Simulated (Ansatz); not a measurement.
# MoS2: the cost of one run

Method: DFT PBE+D3(BJ), scalar-relativistic, plane waves, PAW, in Ansatz 0.2.0.

The COD entry's cell or inner coordinates are ideal or old and differ from later refinements, so a difference from it is no clean test against experiment.

5 further runs of the same task are left out: 1 that didn't finish, 4 set aside as unsound or not needed.

### 1 Starting point

The structure is trigonal, space group P-3m1 (No. 164). The conventional cell has a = 3.136 Å, b = 3.136 Å, c = 32.412 Å, α = 90.00°, β = 90.00°, γ = 120.00°. Around S (site symmetry 3m) lie 3 Mo at 2.42 Å. Mo (site symmetry -3m) has 6 S at 2.42 Å as nearest neighbours.

As a file:

```cif
data_structure
_symmetry_space_group_name_H-M 'P 1'
_symmetry_Int_Tables_number 1
_cell_length_a 3.1357
_cell_length_b 3.1357
_cell_length_c 32.4116
_cell_angle_alpha 90.000
_cell_angle_beta 90.000
_cell_angle_gamma 120.000
_cell_volume 275.99
loop_
_atom_site_label
_atom_site_type_symbol
_atom_site_fract_x
_atom_site_fract_y
_atom_site_fract_z
_atom_site_occupancy
S1 S 0.00000 0.00000 0.45038 1
Mo1 Mo 0.66667 0.33333 0.50000 1
S2 S 0.33333 0.66667 0.54962 1
```

This is the layer as relaxed in an earlier run (-6762.9254 eV a cell), work function 5.06 eV.

### 2 Bilayer, upper layer shifted by (0, 0)

Two copies are stacked at the single layer's cell. Shifts count in fractions of a and b, turns are about the origin, and one atom of each layer keeps its place in the plane.

input.yaml

```yaml
crystal:
  lattice:
    - [3.1356825285, 0.0, 0.0]
    - [-1.5678412643, 2.7155807279, 0.0]
    - [0.0, 0.0, 45.4667540098]
  atoms:
    - { symbol: S, position: [0.0, 0.0, 0.3929616022] }
    - { symbol: Mo, position: [0.6666666667, 0.3333333333, 0.4283356747] }
    - { symbol: S, position: [0.3333333333, 0.6666666667, 0.4637097471] }
    - { symbol: S, position: [0.0, 0.0, 0.5362902529] }
    - { symbol: Mo, position: [0.6666666667, 0.3333333333, 0.5716643253] }
    - { symbol: S, position: [0.3333333333, 0.6666666667, 0.6070383978] }
  periodic: [true, true, false]
basis:
  ecutwfc: 420
kpoints:
  mp_grid: { grid: [18, 18, 1] }
  band_path:
    path:
      - [0, 0, 0]
      - [0.5, 0, 0]
      - [0.3333333333333, 0.3333333333333, 0]
      - [0, 0, 0]
    npoints: 8
hamiltonian:
  xc: pbe
  dispersion: d3bj
scf:
  occupations: { method: gaussian, width: 0.1 }
output:
  forces: true
  stress: true
  eigenvalues: true
relax:
  adjacent_minimum: "off"
  f_tol: 0.01
  max_steps: 50
  constraints: [{ sites: [0, 3], fix: xy }]
```

Launch:

```console
ansatz run input.yaml --threads 2 --pin off --max-ram 5120MiB --backend cpu --events-out ev --progress --plain --runs-dir out
```

Q: Estimate wall time and peak memory on 2 threads of Arm Neoverse V1, shared host.

About 2.4 min, with a peak of 0.78 GiB.
